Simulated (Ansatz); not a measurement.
Write the native input for Ansatz 0.2.0 that does the following.

```yaml
Task: single point
Functional: PBE
Potentials_or_basis: Ansatz PAW
Cutoff: "420 eV (not typed: the program's choice for these potentials)"
k_mesh: 13 × 13 × 13
Occupations: gaussian, width 0.019 eV
Spin: collinear spin, ferromagnetic start
Starting_moments: "[3.0] μB"
```

Crystal: Fe.

```
CELL_PARAMETERS angstrom
0.00000 1.94174 1.96511
1.49844 0.00000 1.96511
1.49844 1.94174 0.00000
ATOMIC_POSITIONS crystal
Fe 0.00000 0.00000 0.00000
```

These files were run (other wordings do the same):

input.yaml

```yaml
crystal:
  lattice:
    - [0.0, 1.9417396906, 1.9651051623]
    - [1.4984397099, 0.0, 1.9651051623]
    - [1.4984397099, 1.9417396906, 0.0]
  atoms:
    - { symbol: Fe, position: [0.0, 0.0, 0.0], spin: 3.0 }
hamiltonian:
  xc: pbe
  pseudopotentials: { kind: paw }
magnetization:
  spin_polarized: true
kpoints:
  mp_grid: { grid: [13, 13, 13] }
scf:
  occupations: { method: gaussian, width: 0.019 }
output:
  forces: true
  stress: true
  eigenvalues: true
```

Potentials or basis: Ansatz PAW.

The run is started by

```sh
$ ansatz run input.yaml --threads 2 --pin off --max-ram 5632MiB --backend cpu --events-out ev --progress --plain --runs-dir out
```

It gave:

```
Pressure               : -1.3 GPa
Band gap on the k mesh : none (metal or under the smearing width)
Net moment             : 2.17 μB per cell
Absolute moment        : 2.28 μB per cell
Site moments           : Fe +2.21 μB
```

It took 4.2 s on 2 threads of Intel(R) Xeon(R) Platinum 8488C (Sapphire Rapids) (shared host), peak memory 0.44 GiB.
